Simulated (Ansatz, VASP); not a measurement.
# Te (linear Te chain): VASP beside Ansatz

Aim: how closely do two programs agree when they are given the same cell, functional and k mesh? The cell is taken from a series of runs on this material, whose earlier steps may have relaxed, scaled, displaced or heated it; both programs get it as it stands.

Calculated with Ansatz 0.2.0; plane waves, with VASP 6.6.1 beside it; PBEsol.

### Step 1. The structure

The cell holds 1 atom: 1 Te. Cell: a = 7.500 Å, b = 7.500 Å, c = 2.397 Å, α = 90.0°, β = 90.0°, γ = 90.0°. Vacuum lies along a and b. The structure's axis is c.

Structure file:

```
Te
1.0
     7.50000    0.00000    0.00000
     0.00000    7.50000    0.00000
     0.00000    0.00000    2.39669
Te
1
Direct
  0.50000 0.50000 0.00000
```

### Step 2. VASP: single point, PBEsol, pair 1

A single point takes one fixed geometry, so differences don't come from the geometry; what else differs is listed under the comparison.

Lines of VASP's logs that name or quote its potential files are left out, and so is its time.

The input, INCAR:

```
SYSTEM = Te
PREC = Accurate
ENCUT = 500
EDIFF = 1E-06
NELM = 200
ISMEAR = -1
SIGMA = 0.05
LREAL = .FALSE.
ALGO = Normal
GGA = PS
NBANDS = 9
ISPIN = 2
MAGMOM = 0
LORBIT = 11
LWAVE = .FALSE.
LCHARG = .FALSE.
ISIF = 2
LASPH = .TRUE.
GGA_COMPAT = .FALSE.
```

The input, POSCAR:

```
Te
1.0
    7.5000000000      0.0000000000      0.0000000000
    0.0000000000      7.5000000000      0.0000000000
    0.0000000000      0.0000000000      2.3966887933
Te
1
Direct
    0.5000000000      0.5000000000      0.0000000000
```

The input, KPOINTS:

```
Automatic mesh
0
Gamma
1 1 34
0 0 0
```

Potentials, in the order of the species: Te (PBE family, release 64).

Command:

```
mpirun -np 1 vasp_std
```

Numbers of over 12 decimals in the logs are rounded to 6 here.

What it wrote:

```text
[banner, memory and clock lines left out]
running    1 mpi-ranks, on    1 nodes
 distrk:  each k-point on    1 cores,    1 groups
 distr:  one band on    1 cores,    1 groups

 POSCAR found type information on POSCAR Te
 POSCAR found :  1 types and       1 ions
|                                                                             |
|               ----> ADVICE to this user running VASP <----                  |
|                                                                             |
|     You enforced a specific xc type in the INCAR file but a different       |
|     [... a line on the potential file left out ...]
|     I HOPE YOU KNOW WHAT YOU ARE DOING!                                     |
|                                                                             |

 LDA part: xc-table for (Slater+PW92), standard interpolation
 POSCAR, INCAR and KPOINTS ok, starting setup
 FFT: planning ... GRIDC
 FFT: planning ... GRID_SOFT
 FFT: planning ... GRID
 WAVECAR not read
 entering main loop
       N       E                     dE             d eps       ncg     rms          rms(c)
DAV:   1     0.298953466140E+02    0.29895E+02   -0.19737E+03   648   0.435E+02
DAV:   2    -0.446618074837E-01   -0.29940E+02   -0.24640E+02   816   0.641E+01
DAV:   3    -0.190078158979E+01   -0.18561E+01   -0.18472E+01   821   0.221E+01
DAV:   4    -0.193277244657E+01   -0.31991E-01   -0.31986E-01   851   0.351E+00
DAV:   5    -0.193387868296E+01   -0.11062E-02   -0.11062E-02   928   0.518E-01    0.122E+01
DAV:   6    -0.190288236025E+01    0.30996E-01   -0.27969E-02   764   0.704E-01    0.686E+00
DAV:   7    -0.189140568879E+01    0.11477E-01   -0.34429E-02   734   0.775E-01    0.412E-01
DAV:   8    -0.189091189007E+01    0.49380E-03   -0.28426E-03   678   0.277E-01    0.315E-01
DAV:   9    -0.189083614334E+01    0.75747E-04   -0.19197E-04   727   0.694E-02    0.594E-02
DAV:  10    -0.189088968087E+01   -0.53538E-04   -0.59323E-05   657   0.352E-02    0.230E-02
DAV:  11    -0.189117539038E+01   -0.28571E-03   -0.14498E-04   680   0.619E-02    0.222E-02
DAV:  12    -0.189120486007E+01   -0.29470E-04   -0.17970E-06   692   0.963E-03    0.863E-03
DAV:  13    -0.189128118045E+01   -0.76320E-04   -0.55503E-06   670   0.185E-02    0.483E-03
DAV:  14    -0.189130609293E+01   -0.24912E-04   -0.17210E-06   677   0.781E-03    0.239E-03
DAV:  15    -0.189130970039E+01   -0.36075E-05   -0.18238E-07   685   0.245E-03    0.247E-03
DAV:  16    -0.189131175491E+01   -0.20545E-05   -0.16318E-07   692   0.192E-03    0.327E-04
DAV:  17    -0.189131179445E+01   -0.39540E-07   -0.35268E-09   762   0.320E-04
   1 F= -.18913118E+01 E0= -.18875936E+01  d E =-.743646E-02  mag=     0.0000
```

From OUTCAR (step 2):

```text
ion  position               nearest neighbor table
   1  0.500  0.500  0.000-

  LATTYP: Found a simple tetragonal cell.
 ALAT       =     7.5000000000
 C/A-ratio  =     0.3195585058

 Subroutine GETGRP returns: Found 16 space group operations
 (whereof 16 operations were pure point group operations)

The static configuration has the point symmetry D_4h.

 Found     18 irreducible k-points:

   k-points           NKPTS =     18   k-points in BZ     NKDIM =     18   number of bands    NBANDS=      9

   dimension x,y,z NGX =    56 NGY =   56 NGZ =   18
   dimension x,y,z NGXF=   112 NGYF=  112 NGZF=   36

   ENCUT  =  500.0 eV  36.75 Ry    6.06 a.u.  13.67 13.67  4.37*2*pi/ulx,y,z

   NELECT =       6.0000    total number of electrons

 k-points in reciprocal lattice and weights: Automatic mesh
   0.00000000  0.00000000  0.00000000       0.029
   0.00000000  0.00000000  0.02941176       0.059
   0.00000000  0.00000000  0.05882353       0.059
   0.00000000  0.00000000  0.08823529       0.059
   0.00000000  0.00000000  0.11764706       0.059
   0.00000000  0.00000000  0.14705882       0.059
   0.00000000  0.00000000  0.17647059       0.059
   0.00000000  0.00000000  0.20588235       0.059
   0.00000000  0.00000000  0.23529412       0.059
[...]
0.00000000  0.00000000  0.47058824       0.059
   0.00000000  0.00000000  0.50000000       0.029

 average (electrostatic) potential at core
       1 -96.4233

 E-fermi :  -1.8218

 spin component 1
 k-point     1 :       0.0000    0.0000    0.0000
  band No.  band energies     occupation
      1     -16.2383      1.00000
      2      -5.8659      1.00000
      3      -5.8659      1.00000
      4       0.9359      0.00000
      5       2.3841      0.00000
      6       3.3456      0.00000
      7       4.3059      0.00000
      8       4.3059      0.00000
    ...

 k-point     2 :       0.0000    0.0000    0.0294
  band No.  band energies     occupation
      1     -16.2153      1.00000
      2      -5.8399      1.00000
      3      -5.8399      1.00000
      4       0.9567      0.00000
      5       2.4060      0.00000
      6       3.3669      0.00000
      7       4.3292      0.00000
      8       4.3292      0.00000
    ...

 k-point     3 :       0.0000    0.0000    0.0588
  band No.  band energies     occupation
      1     -16.1460      1.00000
      2      -5.7618      1.00000
      3      -5.7618      1.00000
      4       1.0190      0.00000
      5       2.4717      0.00000
      6       3.4307      0.00000
      7       4.3989      0.00000
      8       4.3989      0.00000
    ...

 k-point     4 :       0.0000    0.0000    0.0882
  band No.  band energies     occupation
      1     -16.0303      1.00000
      2      -5.6322      1.00000
      3      -5.6322      1.00000
      4       1.1215      0.00000
      5       2.5813      0.00000
      6       3.5370      0.00000
      7       4.5149      0.00000
      8       4.5149      0.00000
    ...

 k-point     5 :       0.0000    0.0000    0.1176
  band No.  band energies     occupation
      1     -15.8679      1.00000
      2      -5.4520      1.00000
      3      -5.4520      1.00000
      4       1.2615      0.00000
      5       2.7347      0.00000
      6       3.6857      0.00000
      7       4.6770      0.00000
      8       4.6770      0.00000
    ...

 k-point     6 :       0.0000    0.0000    0.1471
  band No.  band energies     occupation
      1     -15.6582      1.00000
      2      -5.2223      1.00000
      3      -5.2223      1.00000
      4       1.4300      0.00000
      5       2.9318      0.00000
      6       3.8769      0.00000
      7       4.3590      0.00000
      8       4.8849      0.00000
    ...

  Total        0.1240835      0.1240835     14.4627114      0.0000000     -0.0000000      0.0000000
  in kB        1.4746548      1.4746548    171.8803113      0.0000000     -0.0000000      0.0000000
  external PRESSURE =      58.2765403 kB  Pullay stress =       0.0000000 kB

  energy-cutoff  :      500.00
  volume of cell :      134.81
      direct lattice vectors                 reciprocal lattice vectors
     7.500000000  0.000000000  0.000000000     0.133333333  0.000000000  0.000000000
     0.000000000  7.500000000  0.000000000     0.000000000  0.133333333  0.000000000
     0.000000000  0.000000000  2.396688793     0.000000000  0.000000000  0.417242323

 POSITION                                       TOTAL-FORCE (eV/Angst)
 -----------------------------------------------------------------------------------
      3.75000      3.75000      0.00000         0.000000      0.000000      0.000000
 -----------------------------------------------------------------------------------
    total drift:                               -0.000000     -0.000000     -0.000000

  FREE ENERGIE OF THE ION-ELECTRON SYSTEM (eV)
  ---------------------------------------------------
  free  energy   TOTEN  =        -1.8913117945 eV

  energy  without entropy=       -1.8838753372  energy(sigma->0) =       -1.88759357

 total charge
# of ion       s       p       d       tot
------------------------------------------
    1        1.426   2.042   0.103   3.572

 magnetization (x)
# of ion       s       p       d       tot
------------------------------------------
    1        0.000   0.000   0.000   0.000

[... 3 further parts left out ...]
```

### Step 3. Ansatz: single point, PBEsol, pair 1

Ansatz runs on its default PAW (the set named soft_2) files.

The same cell, functional, mesh and smearing now go to Ansatz, which takes its cutoff from its data sets.

The input, input.yaml:

```yaml
crystal:
  lattice:
    - [7.5, 0.0, 0.0]
    - [0.0, 7.5, 0.0]
    - [0.0, 0.0, 2.3966887933]
  atoms:
    - { symbol: Te, position: [0.5, 0.5, 0.0], spin: 0.3 }
magnetization:
  spin_polarized: true
kpoints:
  mp_grid: { grid: [1, 1, 34] }
scf:
  occupations: { method: fermi_dirac, width: 0.05 }
hamiltonian:
  xc: pbesol
output:
  transmission:
    e_range: [-2, 2]
    de: 0.035
    kmesh: [1, 1]
    reduced_basis: true
    leads: [[0, 0]]
  stress: true
```

Command:

```
ansatz run input.yaml --threads 4 --pin off --max-ram 8192MiB --backend cpu --events-out ev --progress --plain --runs-dir out
```

What it wrote:

```text
Engine: ansatz 0.2.0, x86_64-unknown-linux-gnu
Pseudopotentials: kind: paw
Pseudopotential: Te, paw, valence charge 16, recommended cutoff 420 eV (normal), Te.paw.azcp
Functional definition: PBEsol
  exchange = pbesol_x
  correlation = pbesol_c
Crystal: 1 atoms, lattice volume = 134.814 Å³
Basis set: ecut = 420 eV, 2617 PW (Γ)
Bands: 13, of which v1, the nominal top of the filled ones, is band 8 counted from 1 (7 counted from 0)
Symmetry: 16 space group operations
Space group: P4/mmm (ITA 123), of the structure as read, at distance tolerance 5.1e-5 Å
Magnetic group: BNS 123.339 (UNI 999), of the structure as read, at distance tolerance 5.1e-5 Å
k-points: 18 of 34
Non-local potential: Te, projectors of the file, l = 0: 2, l = 1: 2, l = 2: 2, l = 3: 2
PAW form: soft (Blöchl's): semilocal exchange-correlation on the pseudo side does not see the compensation charge
PAW frozen core: Te, regenerated for the run's functional, and the local potential with it (the file was generated under x = pbe(κ = 0.804, μ = 0.219515), c = pbe(β = 0.066725))
PAW one-centre angular grid: Te, 590 points (default); XC on 64 Gauss nodes
Initial density: superposition of atomic densities (neutral atoms: chi_scale 0, normalization atom)
Starting moments: Σ|m| = 0.3 μB on 1 of 1 site
Initial wavefunctions: pseudopotential atomic-orbital guess
Functional: x = pbesol(κ = 0.804, μ = 0.123457), c = pbesol(β = 0.046)
iter 1 solved again at ethr=4.56e-4 eV; its pass at ethr=3.10e-3 eV (dr2=7.30e-2 eV) is discarded
SCF iter   1: F=—  HF=-6899.906422 eV  |F-HF|=—  |Δ(HF+E_count)|=         —  Δρ=7.62e-3 (↑7.62e-3 ↓7.10e-3)  dr2=7.61e-2  dr2_m=5.84e-2  M=0.038 μB ∫|m|=0.038 μB  β_m=0.30  ethr=4.56e-4  ⟨swp⟩=1.0  Hψ=4044  notcnv=0
preconditioner: auto → Resta (q_TF=auto, 1.913 Å⁻¹)  ε∞=1.5  [insulator: Δε(μ)=0.396 eV  Ē_g=9.721 eV  σ=0.050 eV  W_gap=0.62  n_scr=20 (ndim 8)  ℏωp=7.0 eV  f_vac=0.655  D(μ)=0.81/eV (n_scr^D=4)  ε∞_Penn≈1.5  vacuum switching on, ρ_ref=6.9e-3 e/Å³]
spin=Collinear: Resta preconditioning applied to the charge; magnetization (m = ρ↑ − ρ↓) channel mixes plain (no charge-response kernel on spin).
SCF iter   2: F=—  HF=-6899.894237 eV  |F-HF|=—  |Δ(HF+E_count)|=   1.22e-2  Δρ=5.42e-3 (↑5.42e-3 ↓4.84e-3)  dr2=2.97e-2  dr2_m=2.90e-2  M=0.033 μB ∫|m|=0.033 μB  β_m=0.30  ethr=4.56e-4  ⟨swp⟩=2.2  Hψ=629  notcnv=0
SCF iter   3: F=—  HF=-6899.888499 eV  |F-HF|=—  |Δ(HF+E_count)|=   5.74e-3  Δρ=3.65e-3 (↑3.65e-3 ↓3.24e-3)  dr2=1.58e-3  dr2_m=1.44e-2  M=0.027 μB ∫|m|=0.028 μB  β_m=0.30  ethr=1.86e-4  ⟨swp⟩=2.7  Hψ=840  notcnv=0
SCF iter   4: F=—  HF=-6899.889634 eV  |F-HF|=—  |Δ(HF+E_count)|=   1.14e-3  Δρ=2.44e-3 (↑2.44e-3 ↓2.42e-3)  dr2=6.93e-4  dr2_m=7.23e-3  M=0.023 μB ∫|m|=0.023 μB  β_m=0.30  ethr=9.88e-6  ⟨swp⟩=2.8  Hψ=782  notcnv=0
SCF iter   5: F=—  HF=-6899.890188 eV  |F-HF|=—  |Δ(HF+E_count)|=   5.54e-4  Δρ=1.75e-3 (↑1.69e-3 ↓1.75e-3)  dr2=2.90e-5  dr2_m=3.65e-3  M=0.018 μB ∫|m|=0.018 μB  β_m=0.30  ethr=4.33e-6  ⟨swp⟩=2.0  Hψ=700  notcnv=0
SCF iter   6: F=—  HF=-6899.890551 eV  |F-HF|=—  |Δ(HF+E_count)|=   3.62e-4  Δρ=1.23e-3 (↑1.22e-3 ↓1.23e-3)  dr2=1.36e-6  dr2_m=1.85e-3  M=0.015 μB ∫|m|=0.015 μB  β_m=0.30  ethr=1.81e-7  ⟨swp⟩=2.1  Hψ=681  notcnv=0
SCF iter   7: F=—  HF=-6899.890749 eV  |F-HF|=—  |Δ(HF+E_count)|=   1.98e-4  Δρ=8.75e-4 (↑8.75e-4 ↓8.73e-4)  dr2=2.35e-7  dr2_m=9.44e-4  M=0.012 μB ∫|m|=0.012 μB  β_m=0.30  ethr=8.50e-9  ⟨swp⟩=2.0  Hψ=650  notcnv=0
Mixer restart at iter 7: flushing history
spin-set hold released at iteration 7 (site moments contracting): the magnetisation degrees of freedom join the quasi-Newton model from the next iteration; the mixer history was flushed
SCF iter   8: F=—  HF=-6899.890858 eV  |F-HF|=—  |Δ(HF+E_count)|=   1.10e-4  Δρ=6.26e-4 (↑6.26e-4 ↓6.26e-4)  dr2=1.11e-7  dr2_m=4.84e-4  M=0.010 μB ∫|m|=0.010 μB  β_m=0.65  ethr=6.25e-10  ⟨swp⟩=7.6  Hψ=2368  notcnv=0
SCF iter   9: F=—  HF=-6899.891005 eV  |F-HF|=—  |Δ(HF+E_count)|=   1.47e-4  Δρ=4.50e-5 (↑4.50e-5 ↓4.49e-5)  dr2=4.99e-10  dr2_m=2.50e-6  M=0.002 μB ∫|m|=0.002 μB  β_m=0.82  ethr=6.25e-10  ⟨swp⟩=8.5  Hψ=2524  notcnv=0
SCF iter  10: F=—  HF=-6899.891009 eV  |F-HF|=—  |Δ(HF+E_count)|=   4.27e-6  Δρ=1.78e-5 (↑1.78e-5 ↓1.78e-5)  dr2=8.59e-11  dr2_m=3.90e-7  M=0.001 μB ∫|m|=0.001 μB  β_m=0.91  ethr=3.12e-12  ⟨swp⟩=6.4  Hψ=2207  notcnv=0
SCF iter  11: F=—  HF=-6899.891010 eV  |F-HF|=—  |Δ(HF+E_count)|=   8.08e-7  Δρ=8.23e-7 (↑8.23e-7 ↓7.69e-7)  dr2=1.46e-10  dr2_m=7.64e-10  M=0.000 μB ∫|m|=0.000 μB  β_m=0.96  ethr=1.00e-12  ⟨swp⟩=5.8  Hψ=1900  notcnv=0
SCF iter  12: F=-6899.891010 eV  HF=-6899.891010 eV  |F-HF|=1.46e-10  |Δ(HF+E_count)|=   1.71e-9  Δρ=1.24e-7 (↑1.13e-7 ↓1.24e-7)  dr2=1.22e-10  dr2_m=1.26e-12  M=0.000 μB ∫|m|=0.000 μB  ethr=1.00e-12  ⟨swp⟩=3.3  Hψ=1246  notcnv=0
SCF 1 converged in 12 iterations: F = -6899.891010 eV  dr2 = 1.22e-10
  greatest PAW one-centre occupation: 0.999 electrons in one spin orbital (limit 2), on the Te atom at site 0 (counted from 0), in its partial waves of l = 2
WARN: the starting moments were not kept: the SCF closed with an absolute magnetisation of 1.2e-6 μB, where they sum to 0.3 μB in size (1 site). That is at most 0.1 of that sum. Measured as dr2_m measures the in/out step, that magnetisation stands 2.5e-13 eV from none, at or under the dr2_threshold of 1.0e-7 eV: it is no larger than a step whose dr2_m would equal this threshold. The system may hold no moment; this SC [...]
transmission: 6 of 36 steps passed
transmission: 9 of 36 steps passed
[...]
transmission: 36 of 36 steps passed
SCF converged after 12 iterations
Magnetization: 0.0000 μB (8.0000 up, 8.0000 down)
Absolute magnetization: 0.0000 μB (∫|ρ↑−ρ↓|, with the PAW one-centre terms)
Spin contamination: 0.0000 ħ² per cell (⟨S²⟩ above its minimum at these occupations)
Per-site moments (μB) at R_I (Å): [(5.143814369270544e-7, 0.988634)]
Free energy (F): -6899.891010 eV
Harris-Foulkes:  -6899.891010 eV  (|F-HF|=1.46e-10)
Internal energy: -6899.883258 eV  (E = F + TS)
E sigma→0 (E₀):  -6899.887134 eV
Entropy (-TS):   -0.007752 eV (-7.752 meV/atom)
Fermi energy:    -1.138230 eV
--- Per-component energies (eV) ---
  E_band       = -425.783060
  E_kinetic    = 184.732770
  E_local      = -3440.640383  (includes V_loc(G=0)·N_el)
  E_nonlocal   = -307.125519
  E_hartree    = 1811.362594
  E_xc         = -124.479682
  E_vxc        = -105.472887  (∫ρ·V_xc dr)
  E_paw        = -4584.754622  (= ΣΔE_a)
  E_vpaw       = -380.001247  (= ΣTr[D̂ρ^β])
  E_aug_tail   = -0.000193  (compensation charges beyond the density's cutoff)
  E_ewald      = -439.353038
  E_core_change = 0.374815  (= ΣΔE_core)
  E_smearing   = -0.007752  (= −TS)
  E_closure    = 0.000000  (closes the sum)
  Σ components = -6899.891010   (vs F -6899.891010, Δ=0.00e0)
--- Stress (GPa, compression-positive) ---
        0.147749      -0.000000       0.000000
       -0.000000       0.147749       0.000000
        0.000000       0.000000      16.985345
  P = ⅓ Tr σ = 5.7603 GPa (57.603 kbar)
--- Band table (eV; the first three rows and the last of 36) ---
  k-point 0 ↑: bands = [... 4 lower, -38.1896, -15.5256, -5.1580, -5.1580, 1.6424, 3.0994, 4.0758, 5.0090, ... 1 higher]
  k-point 1 ↑: bands = [... 4 lower, -38.1893, -15.5030, -5.1320, -5.1320, 1.6633, 3.1214, 4.0972, 5.0323, ... 1 higher]
  k-point 2 ↑: bands = [... 4 lower, -38.1884, -15.4352, -5.0541, -5.0541, 1.7256, 3.1873, 4.1613, 5.1021, ... 1 higher]
  k-point 17 ↓: bands = [... 4 lower, -38.0642, -8.6176, -8.3403, 0.1171, 0.1171, 4.6318, 4.6318, 7.7070, ... 1 higher]
--- Transmission ---
  basis      : 497 plane waves across, 3 finite elements along
  points     : 1, standing for a mesh of 1 x 1
  filling    : by the input's occupations and mesh, since the crystals that have channels conduct as metals do. If one of these is a semiconductor, that mesh has misplaced its level
  energies   : 115 from -2.000000 to 1.990000 eV about the Fermi level, 0.035000 eV apart; the leads are filled to 0.000000 eV, and channels, transmission and decay are at -0.005000 eV
  crystal 0  : Te1, at the sites [0, 0], period 2.3967 Å: whole cells are its period
    offset         : up to 0.0000 Å between an atom of the period and one for which it stands
    filled         : 113.5 meV under the level at which it is neutral
    channels       : 3.000000e0 up, 3.000000e0 down
    conductance    : 4.1323e14 S/m² at 300 K; may be off by some 0.0 % by where its bands' edges are placed, 0.0 % from the distance to neutral
```

The column dr2 measures how far the density is from self-consistency, as an energy; F and HF (Harris–Foulkes) agree once it is small.

### Step 4. Differences

Known differences besides the potentials themselves: the data sets hold 16 valence electrons in Ansatz (on its default PAW (the set named soft_2) files) and 6 in VASP; the cutoff is 420 eV in Ansatz and 500 eV in VASP; Ansatz makes its cores anew for this functional, VASP keeps those of its PBE data sets. Total energies have different zeros and are not compared.

The two programs side by side:

```csv
quantity,Ansatz,VASP,difference
pressure (GPa),5.76,5.83,-0.07
```

### Step 5. Ansatz: single point, PBEsol, pair 2

A single point takes one fixed geometry, so differences don't come from the geometry; what else differs is listed under the comparison. The cell compared in this pair holds 140.94 Å³, against 134.81 Å³ for the pair before.

The cell is taken from a series of runs on this material, whose earlier steps may have relaxed, scaled, displaced or heated it; both programs get it as it stands.

input.yaml, as its differences from that of step 3:

```diff
@@ -4,3 +4,3 @@
     - [0.0, 7.5, 0.0]
-    - [0.0, 0.0, 2.3966887933]
+    - [0.0, 0.0, 2.505629193]
   atoms:
@@ -10,3 +10,3 @@
 kpoints:
-  mp_grid: { grid: [1, 1, 34] }
+  mp_grid: { grid: [1, 1, 32] }
 scf:
```

What it wrote:

```text
[...]
Crystal: 1 atoms, lattice volume = 140.942 Å³
Basis set: ecut = 420 eV, 2769 PW (Γ)
Bands: 13, of which v1, the nominal top of the filled ones, is band 8 counted from 1 (7 counted from 0)
Symmetry: 16 space group operations
[...]
k-points: 17 of 32
[...]
Starting moments: Σ|m| = 0.3 μB on 1 of 1 site
[...]
--- Transmission ---
  basis      : 497 plane waves across, 4 finite elements along
  points     : 1, standing for a mesh of 1 x 1
[...]
crystal 0  : Te1, at the sites [0, 0], period 2.5056 Å: whole cells are its period
[...]
filled         : 80.4 meV under the level at which it is neutral
    channels       : 3.000000e0 up, 3.000000e0 down
[...]
[key lines of the parts left out:]
SCF converged after 12 iterations
Magnetization: -0.0000 μB (8.0000 up, 8.0000 down)
Free energy (F): -6900.374601 eV
Fermi energy:    -1.552760 eV
P = ⅓ Tr σ = 3.1519 GPa (31.519 kbar)
```

(Part 1 of 2 ends here.)

[Lines on the potential files, build, host, timing and source positions are cut from VASP's logs without a mark.]

[Logs are printed without paths, hosts, clocks, repeated set-up lines and the standing remarks that a program may print on its own settings, such as how far it seeks lower states.]

[Hosts, paths, dates, database ids (printed as entryN), source tags and the programs' standing remarks are cut or masked in the printed files.]
